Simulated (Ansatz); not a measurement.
A trial structure of C was built thus: 3-, 4-connected net of one element (I-4m2, No. 119). The dimensions are guesses.

```
C
1.0
    -1.22741    1.22741    3.03745
     1.22741   -1.22741    3.03745
     1.22741    1.22741   -3.03745
C
3
Direct
  0.37990 0.37990 0.00000
  0.75000 0.25000 0.50000
  0.62010 0.62010 0.00000
```

Method: DFT PBE, scalar-relativistic, plane waves, PAW in Ansatz. Cutoff 420 eV, Gaussian smearing, Γ-centred meshes. Cell and atoms relax first on a coarse mesh and then on a finer one. In between, the cell is made exact in the group found at 0.06 Å. In metals the finer mesh still leaves noise of several meV/atom or more. The steps can't lower the symmetry of their start. No spin polarisation in the relaxation; trial moments died out in a coarse test.

A guess keeps its type if space group and coordination stay and the shape of the cell changes little (axis ratios within about 15 %, angles within 6°); the volume may change.

**Question.** Does it keep its structure type, or change into something else?

**Answer.** It keeps its type. The symmetry stays I-4m2 (No. 119). The volume per atom grows by 6.5 %, from 6.1 to 6.5 Å³. The shortest distance goes from 1.46 Å (C–C) to 1.45 Å (C–C). The ratio c/a of the conventional cell changes by a factor of 1.06. Counting neighbours within 15 % of an atom's shortest distance, the start has C 3/4 and the end C 3/4.

The last run used a 26×26×26 mesh for its 3-atom cell and Gaussian smearing of 0.10 eV. A structure relaxed within its symmetry needn't be a true minimum. Another cell of C relaxed alike, in P6/mmm, lies 0.89 eV/atom lower, so this cell isn't the stable form at this level.

In counts of neighbours, a slash parts the counts of unlike sites.
